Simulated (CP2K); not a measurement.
**NaCl under changes of volume**

One of the cells (21.813 Å³/atom); the others are scaled copies at fixed shape and fractional positions:

```
CELL_PARAMETERS angstrom
3.95140 0.00000 0.00000
1.97570 3.42201 0.00000
1.97570 1.14067 3.22631
ATOMIC_POSITIONS crystal
Cl 0.50000 0.50000 0.50000
Na 0.00000 0.00000 0.00000
```

The cell is a database's computed one.

```yaml
Program: CP2K 2026.2
Functional: PBE
Potentials_or_basis: POTENTIAL_UZH Cl GTH-PBE-q7, Na GTH-PBE-q1; TZVP-MOLOPT-PBE-GTH basis
Density_cutoff: 18368 eV
k_mesh: 8 × 8 × 8
Occupations: fermi-dirac, width 0.05 eV
Spin: no spin polarisation
```

| volume (Å³/atom) | energy over the lowest point (meV/atom) | pressure (GPa) | gap on the mesh (eV) |
| --- | --- | --- | --- |
| 20.504 | ? | ? | ? |
| 20.940 | 10.23 | 2.0 | 5.48 |
| 21.376 | 5.59 | 1.4 | 5.40 |
| 21.813 | 2.47 | 0.9 | 5.32 |
| 22.249 | 0.48 | 0.4 | 5.25 |
| 22.685 | 0.00 | 0.0 | 5.18 |
| 23.121 | 0.63 | -0.4 | 5.11 |

**Question.** What does the run at 20.504 Å³/atom give?

**Answer.** Energy over the lowest point 16.54 meV/atom; pressure 2.7 GPa; gap on the mesh 5.57 eV.

Worked out: A Birch-Murnaghan fit of order 3 (a polynomial in V^(-2/3)) to the other rows has its minimum at 22.67 Å³/atom with B0 = V·E''(V) = 24 GPa (rough, since the energies scatter). It gives 16.26 meV/atom at 20.504 Å³/atom, against the run's 16.54, and -dE/dV = 2.5 GPa, against 2.7. A straight line through the other rows of the gap, of slope -3.72 eV per unit of ln V (its deformation potential), extrapolates to 5.56 eV, against the run's 5.57.

Energies are extrapolated to zero smearing.

Caveats: the basis of atomic orbitals isn't converged, which shifts pressures, moduli and gaps.
